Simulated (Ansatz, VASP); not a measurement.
# HfC in VASP and in Ansatz

```xyz
2
Lattice="0.0000 2.3036 2.3036 2.3036 0.0000 2.3036 2.3036 2.3036 0.0000" Properties=species:S:1:pos:R:3 pbc="T T T"
Hf    2.3036    2.3036    2.3036
C     0.0000    0.0000    0.0000
```

The cell was relaxed by an earlier calculation.

Alike in both runs: task single point; functional PBEsol; k mesh 15 × 15 × 15; occupations fermi-dirac, width 0.05 eV; no spin polarisation.

|  | VASP | Ansatz |
| --- | --- | --- |
| version | VASP 6.6.1 | Ansatz 0.2.0 |
| potentials or method | VASP PAW PBE potentials, release 64 (Hf_pv, C), cutoff 520 eV | all-electron LAPW, scalar-relativistic |

Ansatz gave:

| Property | Result |
| --- | --- |
| pressure (GPa) | 0.0 |

Problem. What did VASP give for the same quantities?

Solution. Pressure (GPa): -0.4.

Ansatz ran all-electron here, so the differences hold the error of VASP's frozen core and of both bases.

Caveats: the PAW data sets were made with another functional, which shifts forces and pressure a little (VASP). The runs have no spin-orbit coupling, so splittings on Hf are missing.
